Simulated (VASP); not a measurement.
BAs: band structure with HSEsol

Crystal: BAs.

```
CELL_PARAMETERS angstrom
0.00000 2.38850 2.38850
2.38850 0.00000 2.38850
2.38850 2.38850 0.00000
ATOMIC_POSITIONS crystal
As 0.75000 0.75000 0.75000
B 0.00000 0.00000 0.00000
```

```yaml
Program: VASP 6.6.1
Task: band structure
Functional: HSEsol
Potentials_or_basis: VASP PAW PBE potentials, release 64 (As, B)
Cutoff: 520 eV
k_mesh: 5 × 5 × 5
Occupations: fermi-dirac, width 0.05 eV
Spin: no spin polarisation
Grid_for_exact_exchange_PRECFOCK: Normal
Further_INCAR_settings: ALGO = Normal; EDIFF = 1e-07; NBANDS = 11
```

```json
{"Pressure": "-2.6 GPa", "Band gap on the k mesh": "1.80 eV, indirect (least direct gap 4.12 eV)", "Band gap along the path": "1.82 eV, indirect (least direct gap 4.12 eV)"}
```

Levels at the corners of the path, in eV from the valence-band top:
```tsv
point	band 1	band 2	band 3	band 4	band 5	band 6	band 7	band 8	band 9
Γ	-16.98	0.00	0.00	0.00	4.12	4.12	4.12	5.89	10.50
X	-12.29	-9.47	-4.48	-4.48	2.06	2.09	12.94	12.94	14.40
X	-12.29	-9.47	-4.48	-4.48	2.06	2.09	12.94	12.94	14.40
W	-12.10	-8.97	-6.00	-5.68	6.15	7.16	7.62	8.17	13.79
W	-12.10	-8.97	-6.00	-5.68	6.15	7.16	7.62	8.17	13.79
K	-12.34	-9.05	-6.52	-3.82	2.73	6.53	10.58	11.13	11.84
K	-12.34	-9.05	-6.52	-3.82	2.73	6.53	10.58	11.13	11.84
Γ	-16.98	0.00	0.00	0.00	4.12	4.12	4.12	5.89	10.50
Γ	-16.98	0.00	0.00	0.00	4.12	4.12	4.12	5.89	10.50
L	-13.78	-9.72	-1.99	-1.99	3.56	5.69	5.69	9.94	14.00
L	-13.78	-9.72	-1.99	-1.99	3.56	5.69	5.69	9.94	14.00
U	-12.34	-9.05	-6.52	-3.82	2.73	6.53	10.58	11.13	11.84
U	-12.34	-9.05	-6.52	-3.82	2.73	6.53	10.58	11.13	11.84
W	-12.10	-8.97	-6.00	-5.68	6.15	7.16	7.62	8.17	13.79
W	-12.10	-8.97	-6.00	-5.68	6.15	7.16	7.62	8.17	13.79
L	-13.78	-9.72	-1.99	-1.99	3.56	5.69	5.69	9.94	14.00
L	-13.78	-9.72	-1.99	-1.99	3.56	5.69	5.69	9.94	14.00
K	-12.34	-9.05	-6.52	-3.82	2.73	6.53	10.58	11.13	11.84
U	-12.34	-9.05	-6.52	-3.82	2.73	6.53	10.58	11.13	11.84
X	-12.29	-9.47	-4.48	-4.48	2.06	2.09	12.94	12.94	14.40
```

Wall time 21 min on 1 thread of Intel(R) Xeon(R) Platinum 8488C (Sapphire Rapids) (shared host), peak memory 0.27 GiB.

Caveat: the k mesh is coarse (spacing up to 0.46 Å⁻¹), so the values aren't converged, least of all with exact exchange; the PAW data sets were made with another functional, which shifts forces and pressure a little.
